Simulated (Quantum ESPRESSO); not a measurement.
# CoO (Fm-3m) in Quantum ESPRESSO: further runs, part 2 of 2

Quantum ESPRESSO 7.5. The steps go on from the part before.

## (3) Phonons, PBEsol, collinear spin, ferromagnetic start

The input, pw.in:

```
&CONTROL
  calculation = 'scf'
  prefix = 'pwscf'
  outdir = './tmp'
  pseudo_dir = './pseudo'
  tprnfor = .true.
  tstress = .true.
  disk_io = 'low'
/
&SYSTEM
  ibrav = 0
  nat = 2
  ntyp = 2
  ecutwfc = 56
  ecutrho = 448
  nbnd = 21
  occupations = 'smearing'
  smearing = 'mv'
  degauss = 0.01469973
  nspin = 2
  starting_magnetization(1) = 0.1176
  starting_magnetization(2) = 0
/
&ELECTRONS
  conv_thr = 4d-10
  electron_maxstep = 120
  mixing_beta = 0.3
/
ATOMIC_SPECIES
Co    58.9332 co_pbesol_v1.2.uspp.F.UPF
O     15.9990 o_pbesol_v1.2.uspp.F.UPF
CELL_PARAMETERS angstrom
   0.0000000000    2.1315000000    2.1315000000
   2.1315000000    0.0000000000    2.1315000000
   2.1315000000    2.1315000000    0.0000000000
ATOMIC_POSITIONS angstrom
Co     0.0000000000    0.0000000000    0.0000000000
O      2.1315000000    2.1315000000    2.1315000000
K_POINTS automatic
9 9 9 0 0 0
```

The input, relax.in:

```
&CONTROL
  calculation = 'vc-relax'
  prefix = 'pwscf'
  outdir = './tmp'
  pseudo_dir = './pseudo'
  tprnfor = .true.
  tstress = .true.
  disk_io = 'low'
  nstep = 40
  forc_conv_thr = 0.0001
  etot_conv_thr = 1d-06
/
&SYSTEM
  ibrav = 0
  nat = 2
  ntyp = 2
  ecutwfc = 56
  ecutrho = 448
  nbnd = 21
  occupations = 'smearing'
  smearing = 'mv'
  degauss = 0.01469973
  nspin = 2
  starting_magnetization(1) = 0.1176
  starting_magnetization(2) = 0
/
&ELECTRONS
  conv_thr = 4d-10
  electron_maxstep = 120
  mixing_beta = 0.3
/
&IONS
  ion_dynamics = 'bfgs'
/
&CELL
  cell_dynamics = 'bfgs'
  press = 0
  press_conv_thr = 0.2
/
ATOMIC_SPECIES
Co    58.9332 co_pbesol_v1.2.uspp.F.UPF
O     15.9990 o_pbesol_v1.2.uspp.F.UPF
CELL_PARAMETERS angstrom
   0.0000000000    2.1315000000    2.1315000000
   2.1315000000    0.0000000000    2.1315000000
   2.1315000000    2.1315000000    0.0000000000
ATOMIC_POSITIONS angstrom
Co     0.0000000000    0.0000000000    0.0000000000
O      2.1315000000    2.1315000000    2.1315000000
K_POINTS automatic
9 9 9 0 0 0
```

The input, scf2.in:

```
&CONTROL
  calculation = 'scf'
  prefix = 'pwscf'
  outdir = './tmp'
  pseudo_dir = './pseudo'
  tprnfor = .true.
  tstress = .true.
  disk_io = 'low'
/
&SYSTEM
  ibrav = 0
  nat = 2
  ntyp = 2
  ecutwfc = 56
  ecutrho = 448
  nbnd = 21
  occupations = 'smearing'
  smearing = 'mv'
  degauss = 0.01469973
  nspin = 2
  starting_magnetization(1) = 0.1176
  starting_magnetization(2) = 0
/
&ELECTRONS
  conv_thr = 1d-13
  electron_maxstep = 120
  mixing_beta = 0.3
  startingpot = 'file'
  startingwfc = 'file'
/
ATOMIC_SPECIES
Co    58.9332 co_pbesol_v1.2.uspp.F.UPF
O     15.9990 o_pbesol_v1.2.uspp.F.UPF
CELL_PARAMETERS angstrom
   0.0000000000    2.0886033889    2.0886033889
   2.0886033889    0.0000000000    2.0886033889
   2.0886033889    2.0886033889    0.0000000000
ATOMIC_POSITIONS angstrom
Co     0.0000000000    0.0000000000    0.0000000000
O      2.0886033889    2.0886033889    2.0886033889
K_POINTS automatic
9 9 9 0 0 0
```

The input, ph.in:

```
phonons of CoO
&INPUTPH
  prefix = 'pwscf'
  outdir = './tmp'
  tr2_ph = 1d-18
  fildyn = 'dyn'
  niter_ph = 90
  alpha_mix(1) = 0.4
/
0.0000000000 0.0000000000 0.0000000000
```

The input, dynmat.in:

```
&INPUT
  fildyn = 'dyn'
  asr = 'crystal'
  filout = 'dynmat.disp'
  fileig = 'dynmat.eig'
/
```

Potentials or basis: GBRV 1.5 PBEsol.

Started as:

```sh
OMP_NUM_THREADS=1 mpirun -n 4 pw.x -nk 4 -in pw.in > pw.out
OMP_NUM_THREADS=1 mpirun -n 4 pw.x -nk 4 -in relax.in > relax.out
OMP_NUM_THREADS=1 mpirun -n 4 pw.x -nk 4 -in scf2.in > scf2.out
OMP_NUM_THREADS=1 mpirun -n 4 ph.x -nk 4 -in ph.in > ph.out
OMP_NUM_THREADS=1 mpirun -n 1 dynmat.x -in dynmat.in > dynmat.out
```

pw.out:

```text
This program is part of the open-source Quantum ESPRESSO suite
     for quantum simulation of materials; please cite
[... 6 lines left out ...]
     using ibrav=0 with symmetry is DISCOURAGED, use correct ibrav instead

     K-points division:     npool     =       4
     Subspace diagonalization in iterative solution of the eigenvalue problem:
     a serial algorithm will be used

     G-vector sticks info
     --------------------
     sticks:   dense  smooth     PW     G-vecs:    dense   smooth      PW
     Sum        1003     499    163                20875     7391    1363

     Using Slab Decomposition

     bravais-lattice index     =            0
     lattice parameter (alat)  =       5.6964  a.u.
     unit-cell volume          =     130.7021 (a.u.)^3
     number of atoms/cell      =            2
     number of atomic types    =            2
     number of electrons       =        23.00
     number of Kohn-Sham states=           21
     kinetic-energy cutoff     =      56.0000  Ry
     charge density cutoff     =     448.0000  Ry
     scf convergence threshold =      4.0E-10
     mixing beta               =       0.3000
     number of iterations used =            8  plain     mixing
     Exchange-correlation= SLA  PW   PSX  PSC
                           (   1   4  10   8   0   0   0)

     celldm(1)=   5.696383  celldm(2)=   0.000000  celldm(3)=   0.000000
     celldm(4)=   0.000000  celldm(5)=   0.000000  celldm(6)=   0.000000

[... 300 lines left out ...]
     ethr =  7.44E-10,  avg # of iterations =  1.8

     Magnetic moment per site  (integrated on atomic sphere of radius R)
     atom   1 (R=0.292)  charge= 14.6055  magn=  2.5542
     atom   2 (R=0.292)  charge=  5.7421  magn=  0.3579

     End of self-consistent calculation

 ------ SPIN UP ------------

          k = 0.0000 0.0000 0.0000 (   941 PWs)   bands (ev):

   -83.2533 -46.6242 -46.6242 -46.6242  -6.6171  10.2620  10.2620  10.2620
    10.3096  10.3096  10.3385  10.3385  10.3385  14.3747  30.0609  31.3522
    31.3522  31.3522  34.7251  34.7251  34.7251

          k = 0.0786 0.0786-0.0786 (   917 PWs)   bands (ev):
[... 199 lines left out ...]
   -83.2487 -46.6505 -46.6460 -46.6373  -5.2405   6.8869   7.4495   7.5814
    10.9271  10.9478  11.3102  11.3269  12.3007  21.3562  22.9391  23.4404
    26.4628  33.4479  35.1999  42.2451  43.0514

 ------ SPIN DOWN ----------

          k = 0.0000 0.0000 0.0000 (   941 PWs)   bands (ev):

   -79.8179 -43.3193 -43.3193 -43.3193  -6.0436  10.9961  10.9961  10.9961
    12.6330  12.6330  12.6330  13.4996  13.4996  14.9578  29.9529  32.0197
    32.0197  32.0197  35.7290  35.7290  35.7290

          k = 0.0786 0.0786-0.0786 (   917 PWs)   bands (ev):
[... 199 lines left out ...]
   -79.8125 -43.3512 -43.3457 -43.3352  -4.5838   7.5494   8.1381   8.6617
    13.1812  13.5189  13.9282  14.3964  15.1553  22.2874  23.5480  24.0881
    27.1283  34.0108  35.7038  43.1123  43.7250

     the Fermi energy is    13.7467 ev

!    total energy              =    -330.42895849 Ry
     estimated scf accuracy    <          2.6E-10 Ry
     smearing contrib. (-TS)   =      -0.00093343 Ry
     internal energy E=F+TS    =    -330.42802506 Ry

     The total energy is F=E-TS. E is the sum of the following terms:
     one-electron contribution =    -182.87234399 Ry
     hartree contribution      =     104.55483083 Ry
     xc contribution           =     -39.54765018 Ry
     ewald contribution        =    -212.56286172 Ry

     total magnetization       =     3.01 Bohr mag/cell
     absolute magnetization    =     3.04 Bohr mag/cell

     convergence has been achieved in  20 iterations

     Forces acting on atoms (cartesian axes, Ry/au):

     atom    1 type  1   force =     0.00000000    0.00000000    0.00000000
     atom    2 type  2   force =     0.00000000    0.00000000   -0.00000000

     Total force =     0.000000     Total SCF correction =     0.000000

     Computing stress (Cartesian axis) and pressure

          total   stress  (Ry/bohr**3)                   (kbar)     P=     -105.45
  -0.00071686  -0.00000000  -0.00000000         -105.45       -0.00       -0.00
  -0.00000000  -0.00071686   0.00000000           -0.00     -105.45        0.00
  -0.00000000   0.00000000  -0.00071686           -0.00        0.00     -105.45

=------------------------------------------------------------------------------=
   JOB DONE.
=------------------------------------------------------------------------------=
```

relax.out:

```text
This program is part of the open-source Quantum ESPRESSO suite
     for quantum simulation of materials; please cite
[... 6 lines left out ...]
     using ibrav=0 with symmetry is DISCOURAGED, use correct ibrav instead

     K-points division:     npool     =       4
[... 793 lines left out ...]
  -0.00000730  -0.00000000  -0.00000000           -1.07       -0.00       -0.00
  -0.00000000  -0.00000730   0.00000000           -0.00       -1.07        0.00
  -0.00000000  -0.00000000  -0.00000730           -0.00       -0.00       -1.07

=------------------------------------------------------------------------------=
   JOB DONE.
=------------------------------------------------------------------------------=
```

Run time: 2.8 min. Hardware: 4 MPI ranks of Arm Neoverse V2, shared host; peak memory 0.52 GiB.

Results:

```
Free energy                                           : -4495.7527 eV
Relaxed volume                                        : 9.11 Å³/atom
Relaxed cell                                          : a = 2.954 Å, b = 2.954 Å, c = 2.954 Å, α = 60.00°, β = 60.00°, γ = 60.00°
Space group after relaxing (to 0.05 Å)                : Fm-3m (No. 225)
Pressure after relaxing                               : -0.1 GPa
Band gap on the k mesh                                : none (metal or under the smearing width)
Net moment                                            : 2.89 μB per cell
Absolute moment                                       : 2.92 μB per cell
Site moments                                          : Co +2.46; O +0.33 μB
Valence electrons inside the program's atomic spheres : Co 14.61; O 5.74
Highest phonon frequency at Γ                         : 119 cm⁻¹
```

The path:
```csv
step,energy change (eV),largest force (eV/Å),pressure (GPa),volume (Å³)
1,0.0000,0.0000,-10.55,19.37
2,-0.0384,0.0000,-1.24,18.35
3,-0.0389,0.0000,0.05,18.22
4,-0.0389,0.0000,0.00,18.22
```

Final structure:
```
Co O
1.0
     0.00000    2.08860    2.08860
     2.08860    0.00000    2.08860
     2.08860    2.08860    0.00000
Co O
1 1
Direct
  0.00000 0.00000 0.00000
  0.50000 0.50000 0.50000
```

Phonon frequencies in cm⁻¹ (negative: imaginary):
```csv
q point,frequencies
"(0.000, 0.000, 0.000)",-13 -13 -13 119 119 119
```

Optical modes at Γ, degenerate ones joined:
```
cm⁻¹  components  symmetry  active in
 119           3       T1u         IR
```

Caveat: the mesh is thin for the phonons of a metal; a cell with one magnetic atom can't hold antiferromagnetic order, which such compounds often take; semilocal functionals often make such compounds metallic where correlation or magnetic order opens a gap, which also shifts bond lengths.
